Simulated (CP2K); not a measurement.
Runs of CP2K 2026.2 on TiSi2. Symmetry: Cmcm, No. 63, orthorhombic system. Conventional cell: a = 3.530 Å, b = 13.519 Å, c = 3.565 Å, α = 90.00°, β = 90.00°, γ = 90.00°. Ti (site symmetry m2m) has 10 Si at 2.58 to 2.81 Å as nearest neighbours. Around Si (site symmetry m2m) lie 4 Si at 2.51 Å and 4 Ti at 2.66 to 2.67 Å. Around Si (site symmetry m2m) lie 2 Si at 2.38 Å and 4 Ti at 2.58 Å. The cell comes from a database or a generator and needn't be the stable form of this composition.

| task | level | potentials or basis | cell | k mesh | smearing | EPS_DEFAULT | k points reduced by the point group | NGRIDS | cutoff radius of the dispersion sum (A) | EXTRAPOLATION | gap on the mesh (eV) | pressure (GPa) | largest force (eV/Å) |
| --- | --- | --- | --- | --- | --- | --- | --- | --- | --- | --- | --- | --- | --- |
| single point | PBE+D3(BJ) | POTENTIAL_UZH Ti GTH-PBE-q12, Si GTH-PBE-q4; DZVP-MOLOPT-PBE-GTH basis | as given | 8 × 8 × 8 | fermi-dirac 0.05 eV | 1.0E-10 | yes | 5 | 20 | - | none | -5.0 | (b) |
| single point | PBE+D2 | POTENTIAL_UZH Ti GTH-PBE-q12, Si GTH-PBE-q4; DZVP-MOLOPT-PBE-GTH basis | as given | 8 × 8 × 8 | fermi-dirac 0.05 eV | 1.0E-10 | yes | 5 | 20 | - | none | -1.9 | 0.06 |
| relaxation of cell and atoms | PBEsol | POTENTIAL_UZH Ti GTH-PBE-q12, Si GTH-PBE-q4; TZVP-MOLOPT-PBE-GTH basis | relaxed | 6 × 6 × 6 | fermi-dirac 0.0259 eV | 1.0E-9 | - | 4 | - | USE_PREV_P | none | 0.0 | 0.01 |
| single point | PBE | POTENTIAL_UZH Ti GTH-PBE-q12, Si GTH-PBE-q4; DZVP-MOLOPT-PBE-GTH basis | as given | 8 × 8 × 8 | fermi-dirac 0.05 eV | 1.0E-10 | yes | 5 | - | - | none | 1.2 | 0.18 |
| single point | PBE+D3 | POTENTIAL_UZH Ti GTH-PBE-q12, Si GTH-PBE-q4; DZVP-MOLOPT-PBE-GTH basis | as given | 8 × 8 × 8 | fermi-dirac 0.05 eV | 1.0E-10 | yes | 5 | 20 | - | none | (c) | (a) |

Alike in all rows: no spin polarisation.

Problem. Estimate the missing entries.

Solution. (a) 0.19; (b) 0.17; (c) -3.6.

Caveats: the basis of atomic orbitals isn't converged, which shifts pressures, moduli and gaps; pairwise dispersion overbinds metals, which lowers pressure and volume (some runs); the potentials were made for another functional, which shifts forces and pressure (some runs).

A k mesh can miss the band edges.

A gap of «none» marks a metal or a gap under the smearing width.

Not every run made on this cell is shown here.
